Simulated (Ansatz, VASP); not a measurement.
## TaN: VASP beside Ansatz

Contents of INCAR:

```
PREC = Accurate
ENCUT = 520
EDIFF = 1E-7
ISMEAR = -1
SIGMA = 0.05
LREAL = F
LASPH = T
NELM = 100
ALGO = Normal
ISIF = 2
LWAVE = F
LCHARG = T
GGA = PE
LELF = T
LVHAR = T
NBANDS = 15
```

File KPOINTS:

```
Automatic mesh
0
Gamma
  10 10 9
```

POSCAR

```
TaN
1.0
    2.9380011100      0.0000000000      0.0000000000
   -1.4690005500      2.5443836000      0.0000000000
    0.0000000000      0.0000000000      2.8830022100
Ta N
1 1
Direct
    0.3333333333      0.6666666667      0.5000000000
    0.0000000000      0.0000000000      0.0000000000
```

The input input.yaml:

```yaml
crystal:
  lattice:
    - [2.93800111, 0.0, 0.0]
    - [-1.46900055, 2.5443836, 0.0]
    - [0.0, 0.0, 2.88300221]
  atoms:
    - { symbol: Ta, position: [0.3333333333, 0.6666666667, 0.5] }
    - { symbol: "N", position: [0.0, 0.0, 0.0] }
kpoints:
  mp_grid: { grid: [10, 10, 9] }
scf:
  occupations: { method: fermi_dirac, width: 0.05 }
hamiltonian:
  xc: pbe
  pseudopotentials: { kind: all_electron, lapw: { basis_error: 0.001 } }
output:
  forces: true
  stress: true
  eigenvalues: true
  populations: true
```

Alike in both runs: task single point; functional PBE; k mesh 10 × 10 × 9; occupations fermi-dirac, width 0.05 eV; no spin polarisation.

```csv
,VASP,Ansatz
version,VASP 6.6.1,Ansatz 0.2.0
potentials or method,"VASP PAW PBE potentials, release 64 (Ta_pv, N)","all-electron LAPW, scalar-relativistic"
plane-wave cutoff (eV),520,see its input
```

VASP gave:

```
gap on the k mesh at the Fermi level (eV)       : none
pressure (GPa)                                  : 5.4
largest component of the traceless stress (GPa) : 0.82
```

What did Ansatz give for the same quantities?

gap on the k mesh at the Fermi level (eV): none; pressure (GPa): 4.8; largest component of the traceless stress (GPa): 0.71.

A gap of «none» marks a metal or a gap that the smearing closes. Ansatz ran all-electron here, so the differences hold the error of VASP's frozen core and of both bases.

Spin-orbit coupling is left out, which matters for the levels of Ta.
